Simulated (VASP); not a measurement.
# Na: interface pinning, by target temperature

Na, Im-3m (no. 229), 384 atoms in the cell. PBE, interface pinning; PAW potentials Na (PBE set).

| Target temperature (K) | Chemical potential of the solid less the liquid's (meV/atom) | Standard error of that difference (meV/atom) | Potential energy of the liquid less the solid's (meV/atom) | Q6 of the solid | Q6 of the liquid | Time (s) |
|---|---|---|---|---|---|---|
| 352 | -2.35 | 0.37 | 25.6 | 0.327 | 0.042 | 626 |
| 371 | -0.92 | 0.69 | 27.3 | 0.313 | 0.037 | 877 |
| 393 | 2.00 | 0.47 | 25.6 | 0.290 | 0.036 | 634 |

## Input of the first row

INCAR.step1:
```
IBRION = 0 ; ISIF = 3
ISYM = 0 ; LANGEVIN_GAMMA = 5
LANGEVIN_GAMMA_L = 5 ; MDALGO = 3
ML_LMLFF = T ; ML_MODE = run
ML_OUTBLOCK = 10 ; NSW = 8000
OFIELD_A = 0 ; OFIELD_KAPPA = 1
OFIELD_Q6_FAR = 5.793 ; OFIELD_Q6_NEAR = 4.814
PMASS = 300 ; POTIM = 2.0
RANDOM_SEED = 941599 0 0 ; TEBEG = 352
TEEND = 352
```

INCAR.step2, as INCAR.step1 but for:
```
- NSW = 8000
- TEBEG = 352
- TEEND = 352
+ LATTICE_CONSTRAINTS = .FALSE. .FALSE. .TRUE.
+ NSW = 6000
+ TEBEG = 667
+ TEEND = 667
```

INCAR.step3, as INCAR.step2 but for:
```
- NSW = 6000
- TEBEG = 667
- TEEND = 667
+ NSW = 8000
+ TEBEG = 352
+ TEEND = 352
```

INCAR.step4, as INCAR.step3 but for:
```
- ISIF = 3
- LATTICE_CONSTRAINTS = .FALSE. .FALSE. .TRUE.
- NSW = 8000
- TEBEG = 352
- TEEND = 352
+ ISIF = 2
+ NSW = 6000
+ TEBEG = 667
+ TEEND = 667
```

INCAR.step5:
```
IBRION = 0 ; ISIF = 3
ISYM = 0 ; LANGEVIN_GAMMA = 5
LANGEVIN_GAMMA_L = 5 ; LATTICE_CONSTRAINTS = .FALSE. .FALSE. .TRUE.
MDALGO = 3 ; ML_LMLFF = T
ML_MODE = run ; ML_OUTBLOCK = 10
NSW = 40000 ; OFIELD_A = 0.1848
OFIELD_KAPPA = 227.9 ; OFIELD_Q6_FAR = 5.793
OFIELD_Q6_NEAR = 4.814 ; PMASS = 300
POTIM = 2.0 ; RANDOM_SEED = 941599 0 0
TEBEG = 352 ; TEEND = 352
```

KPOINTS:
```
k-points
0
Gamma
  1 1 1
```

ICONST:
```
LA 1 2 0
LA 1 3 0
LA 2 3 0
```

POSCAR.step1:
```
Na
1.0
   17.1280000000      0.0000000000      0.0000000000
    0.0000000000     17.1280000000      0.0000000000
    0.0000000000      0.0000000000     51.3840000000
Na
384
Direct
    0.0000000000      0.0000000000      0.0000000000
    0.0000000000      0.0000000000      0.0833333333
    0.0000000000      0.0000000000      0.1666666667
    0.0000000000      0.0000000000      0.2500000000
    0.0000000000      0.0000000000      0.3333333333
    0.0000000000      0.0000000000      0.4166666667
    0.0000000000      0.0000000000      0.5000000000
    0.0000000000      0.0000000000      0.5833333333
    0.0000000000      0.0000000000      0.6666666667
    0.0000000000      0.0000000000      0.7500000000
    0.0000000000      0.0000000000      0.8333333333
    0.0000000000      0.0000000000      0.9166666667
    0.0000000000      0.2500000000      0.0000000000
    0.0000000000      0.2500000000      0.0833333333
    0.0000000000      0.2500000000      0.1666666667
    0.0000000000      0.2500000000      0.2500000000
    0.0000000000      0.2500000000      0.3333333333
    0.0000000000      0.2500000000      0.4166666667
    0.0000000000      0.2500000000      0.5000000000
    0.0000000000      0.2500000000      0.5833333333
    0.0000000000      0.2500000000      0.6666666667
    0.0000000000      0.2500000000      0.7500000000
    0.0000000000      0.2500000000      0.8333333333
    0.0000000000      0.2500000000      0.9166666667
    0.0000000000      0.5000000000      0.0000000000
    0.0000000000      0.5000000000      0.0833333333
    0.0000000000      0.5000000000      0.1666666667
    0.0000000000      0.5000000000      0.2500000000
    0.0000000000      0.5000000000      0.3333333333
    0.0000000000      0.5000000000      0.4166666667
    0.0000000000      0.5000000000      0.5000000000
    0.0000000000      0.5000000000      0.5833333333
    0.0000000000      0.5000000000      0.6666666667
    0.0000000000      0.5000000000      0.7500000000
    0.0000000000      0.5000000000      0.8333333333
    0.0000000000      0.5000000000      0.9166666667
    0.0000000000      0.7500000000      0.0000000000
    0.0000000000      0.7500000000      0.0833333333
    0.0000000000      0.7500000000      0.1666666667
    0.0000000000      0.7500000000      0.2500000000
    0.0000000000      0.7500000000      0.3333333333
    0.0000000000      0.7500000000      0.4166666667
    0.0000000000      0.7500000000      0.5000000000
    0.0000000000      0.7500000000      0.5833333333
    0.0000000000      0.7500000000      0.6666666667
    0.0000000000      0.7500000000      0.7500000000
    0.0000000000      0.7500000000      0.8333333333
    0.0000000000      0.7500000000      0.9166666667
    0.2500000000      0.0000000000      0.0000000000
    0.2500000000      0.0000000000      0.0833333333
    0.2500000000      0.0000000000      0.1666666667
    0.2500000000      0.0000000000      0.2500000000
    0.2500000000      0.0000000000      0.3333333333
    0.2500000000      0.0000000000      0.4166666667
    0.2500000000      0.0000000000      0.5000000000
    0.2500000000      0.0000000000      0.5833333333
    0.2500000000      0.0000000000      0.6666666667
    0.2500000000      0.0000000000      0.7500000000
    0.2500000000      0.0000000000      0.8333333333
    0.2500000000      0.0000000000      0.9166666667
    0.2500000000      0.2500000000      0.0000000000
    0.2500000000      0.2500000000      0.0833333333
    0.2500000000      0.2500000000      0.1666666667
    0.2500000000      0.2500000000      0.2500000000
    0.2500000000      0.2500000000      0.3333333333
    0.2500000000      0.2500000000      0.4166666667
    0.2500000000      0.2500000000      0.5000000000
    0.2500000000      0.2500000000      0.5833333333
    0.2500000000      0.2500000000      0.6666666667
[... 263 lines left out ...]
    0.6250000000      0.8750000000      0.7083333333
    0.6250000000      0.8750000000      0.7916666667
    0.6250000000      0.8750000000      0.8750000000
    0.6250000000      0.8750000000      0.9583333333
    0.8750000000      0.1250000000      0.0416666667
    0.8750000000      0.1250000000      0.1250000000
    0.8750000000      0.1250000000      0.2083333333
    0.8750000000      0.1250000000      0.2916666667
    0.8750000000      0.1250000000      0.3750000000
    0.8750000000      0.1250000000      0.4583333333
    0.8750000000      0.1250000000      0.5416666667
    0.8750000000      0.1250000000      0.6250000000
    0.8750000000      0.1250000000      0.7083333333
    0.8750000000      0.1250000000      0.7916666667
    0.8750000000      0.1250000000      0.8750000000
    0.8750000000      0.1250000000      0.9583333333
    0.8750000000      0.3750000000      0.0416666667
    0.8750000000      0.3750000000      0.1250000000
    0.8750000000      0.3750000000      0.2083333333
    0.8750000000      0.3750000000      0.2916666667
    0.8750000000      0.3750000000      0.3750000000
    0.8750000000      0.3750000000      0.4583333333
    0.8750000000      0.3750000000      0.5416666667
    0.8750000000      0.3750000000      0.6250000000
    0.8750000000      0.3750000000      0.7083333333
    0.8750000000      0.3750000000      0.7916666667
    0.8750000000      0.3750000000      0.8750000000
    0.8750000000      0.3750000000      0.9583333333
    0.8750000000      0.6250000000      0.0416666667
    0.8750000000      0.6250000000      0.1250000000
    0.8750000000      0.6250000000      0.2083333333
    0.8750000000      0.6250000000      0.2916666667
    0.8750000000      0.6250000000      0.3750000000
    0.8750000000      0.6250000000      0.4583333333
    0.8750000000      0.6250000000      0.5416666667
    0.8750000000      0.6250000000      0.6250000000
    0.8750000000      0.6250000000      0.7083333333
    0.8750000000      0.6250000000      0.7916666667
    0.8750000000      0.6250000000      0.8750000000
    0.8750000000      0.6250000000      0.9583333333
    0.8750000000      0.8750000000      0.0416666667
    0.8750000000      0.8750000000      0.1250000000
    0.8750000000      0.8750000000      0.2083333333
    0.8750000000      0.8750000000      0.2916666667
    0.8750000000      0.8750000000      0.3750000000
    0.8750000000      0.8750000000      0.4583333333
    0.8750000000      0.8750000000      0.5416666667
    0.8750000000      0.8750000000      0.6250000000
    0.8750000000      0.8750000000      0.7083333333
    0.8750000000      0.8750000000      0.7916666667
    0.8750000000      0.8750000000      0.8750000000
    0.8750000000      0.8750000000      0.9583333333
```

POSCAR.step2:
```
Na
1.0
   17.1847210000     -0.0000000000      0.0000020000
    0.0000000000     17.0046860000     -0.0000000000
    0.0000000000      0.0000000000     51.6752640000
  Na
   384
Direct
   -0.0101189422      0.0127093843      0.0011985916
   -0.0002057810      0.0206117745      0.0837748257
   -0.0005615905      0.0227381210      0.1674155155
   -0.0241038855      0.0253642481      0.2468368103
    0.0012106472      0.0056487415      0.3394834872
   -0.0008655910      0.0056334514      0.4132423508
   -0.0417275993     -0.0000393854      0.5084845620
   -0.0147274755      0.0659798522      0.5734586987
   -0.0391853242      0.0266256056      0.6700838591
   -0.0281552233      0.0134251563      0.7443807331
   -0.0134237903      0.0144334350      0.8420928339
   -0.0066290568     -0.0144027917      0.9264918003
    0.0242710193      0.2395153894      0.0017011913
    0.0169250229      0.2785252138      0.0844781365
    0.0091662273      0.2564723124      0.1795833923
    0.0135516375      0.2582582375      0.2511086651
    0.0224999741      0.2499331549      0.3318252755
    0.0035997610      0.2366802027      0.4164887511
    0.0172822932      0.2658358852      0.4895250990
    0.0116005779      0.2889423199      0.5693306626
    0.0049698651      0.2570926040      0.6645324575
   -0.0140519152      0.3050948135      0.7515556746
    0.0050993308      0.2349370526      0.8397284926
    0.0260451421      0.1967140230      0.9119558867
   -0.0099749557      0.4962109973     -0.0045877093
   -0.0242777424      0.5188034801      0.0843380539
    0.0151197845      0.5437655807      0.1657787895
   -0.0071038626      0.4946473280      0.2551434828
   -0.0191107716      0.5130966325      0.3264694651
   -0.0240263623      0.5251783633      0.4322904444
   -0.0242854671      0.4993792724      0.5000685470
    0.0179548288      0.4961794347      0.5717766926
   -0.0099125554      0.5041843771      0.6596498602
   -0.0231667586      0.5358894516      0.7429557158
    0.0286895613      0.5032356654      0.8501338833
   -0.0270742588      0.5303266070      0.9092914303
   -0.0084362456      0.7542346003      0.0016029035
    0.0080269467      0.7384601980      0.0971530619
    0.0268351948      0.7403424505      0.1686151036
    0.0398789007      0.7623729700      0.2498454529
    0.0055351930      0.7799978638      0.3415633604
   -0.0039237433      0.7534205170      0.4218125582
   -0.0153101416      0.7820925434      0.5136476583
   -0.0372417359      0.7601663683      0.5886812977
    0.0063044955      0.7534563639      0.6561413263
   -0.0277561369      0.7427702244      0.7442478286
   -0.0302508510      0.7764140403      0.8291857621
    0.0086105047      0.7831625829      0.9329123811
    0.2690998582     -0.0057261878      0.0217475613
    0.2567488597      0.0092426810      0.0949774426
    0.2490182067      0.0442548822      0.1685146469
    0.2771890655      0.0265335897      0.2508549111
    0.2396799667      0.0037564899      0.3270439591
    0.2583439528     -0.0121004986      0.4195453599
    0.2458263645     -0.0220819741      0.4859535614
    0.2414301007      0.0388987471      0.5908351416
    0.2422598853      0.0306985290      0.6671174819
    0.2451849618      0.0064657183      0.7382821670
    0.2295895391      0.0051949361      0.8412191560
    0.1984578769      0.0340731467      0.9055998725
    0.2434142141      0.2883743467      0.0062172454
    0.2360655895      0.2846784288      0.0866792213
    0.2439286390      0.2767651863      0.1653988614
    0.2674802128      0.2607638315      0.2639865534
    0.2291233010      0.2720259075      0.3409777342
    0.2622999099      0.2526557553      0.4145499287
    0.2429437006      0.2601244252      0.4908068413
    0.2306579981      0.2532109466      0.5790588882
    0.2398703498      0.2522231112      0.6705331164
[... 263 lines left out ...]
    0.6201601111      0.9155796276      0.7072542972
    0.6004937708      0.9017445662      0.7873284481
    0.6083173424      0.8984367292      0.8795475624
    0.6212337601      0.9012452906      0.9673123305
    0.8643433504      0.1465447511      0.0449625715
    0.8934760349      0.1554757631      0.1215322724
    0.8554116588      0.1586904448      0.2087447551
    0.8948242805      0.1385039362      0.2923305957
    0.8675437848      0.1395140649      0.3784993160
    0.8804934865      0.1214871594      0.4560218207
    0.8530385997      0.1915217467      0.5175887950
    0.8736405967      0.2021481912      0.6133560216
    0.8619407807      0.1583041865      0.7124121751
    0.9042198409      0.1666132362      0.7897886840
    0.8445120897      0.1433908294      0.8682388077
    0.8793691588      0.1420848753      0.9557235007
    0.8891389481      0.3654264063      0.0428861369
    0.9099586041      0.4054714957      0.1319210109
    0.8634158903      0.4158432091      0.2099660609
    0.8792272361      0.3799972292      0.2986924840
    0.8598640884      0.3544204955      0.3622914747
    0.8878259434      0.3489655575      0.4611910660
    0.8543028019      0.3843513919      0.5443440293
    0.8639808364      0.4003704175      0.6231320516
    0.8832792188      0.3996971848      0.6924002011
    0.8892278233      0.4333731400      0.8030662195
    0.8616182999      0.3503322211      0.8887195211
    0.8964555778      0.3567972542      0.9631281932
    0.8705776146      0.6187608708      0.0379486710
    0.8729481210      0.6678455158      0.1281654183
    0.8826556494      0.6403082759      0.2125705265
    0.8769007017      0.6858357403      0.2920859437
    0.9010994414      0.6567058639      0.3695972332
    0.8587512850      0.6576921476      0.4746893443
    0.8367288483      0.6199243204      0.5496108818
    0.8490571925      0.6508063581      0.6247581488
    0.8494486228      0.6493309774      0.6932591212
    0.8605450643      0.6371353280      0.7926864570
    0.8994812120      0.6841986467      0.8820111985
    0.8636637631      0.6592967512      0.9658144281
    0.8937944555      0.8723057946      0.0478162117
    0.8918510457      0.8798320710      0.1352646581
    0.8934187192      0.8554292584      0.2065522343
    0.8992139701      0.8865683660      0.2988047498
    0.8426211805      0.8857026951      0.3834772215
    0.8553531615      0.9094740312      0.4578573167
    0.8419926717      0.9266029875      0.5479700599
    0.8559088917      0.9175316503      0.6183299817
    0.8372998393      0.8929987729      0.7023939505
    0.8267271576      0.8816905570      0.7856488106
    0.8556074727      0.9040357337      0.8814170973
    0.8597014334      0.8857639706      0.9601317990
```

2 further input files aren't shown.

Commands (each step's output is kept before the next begins):
```
cat potpaw_PBE.64/Na/POTCAR > POTCAR
cp ../ML_FF ML_FF
cp INCAR.step1 INCAR
cp POSCAR.step1 POSCAR
mpirun -np 8 vasp_std > vasp.out
cp CONTCAR POSCAR
cp ../ML_FF ML_FF
# POSCAR: last frame of step 1 in its mean cell
cp INCAR.step2 INCAR
cp POSCAR.step2 POSCAR
mpirun -np 8 vasp_std > vasp.out
cp CONTCAR POSCAR
cp ../ML_FF ML_FF
cp INCAR.step3 INCAR
mpirun -np 8 vasp_std > vasp.out
cp CONTCAR POSCAR
cp ../ML_FF ML_FF
# POSCAR: last frame of step 1 in its mean cell, atoms of the lower half held
cp INCAR.step4 INCAR
cp POSCAR.step4 POSCAR
mpirun -np 8 vasp_std > vasp.out
cp CONTCAR POSCAR
cp ../ML_FF ML_FF
# POSCAR: last frame of the step before, all atoms free; OFIELD_A midway between the solid's and the liquid's Q6
cp INCAR.step5 INCAR
cp POSCAR.step5 POSCAR
mpirun -np 8 vasp_std > vasp.out
```

Changes of the last row against the first:
```
(step 1)
- TEBEG = 352
- TEEND = 352
+ TEBEG = 393
+ TEEND = 393
(step 3)
- TEBEG = 352
- TEEND = 352
+ TEBEG = 393
+ TEEND = 393
(step 5)
- TEBEG = 352
- TEEND = 352
- OFIELD_A = 0.1848
+ TEBEG = 393
+ TEEND = 393
+ OFIELD_A = 0.163
```

VASP 6.6.1 took 626 s on 8 cores (Intel Xeon 6975P-C (Granite Rapids)), a shared host.
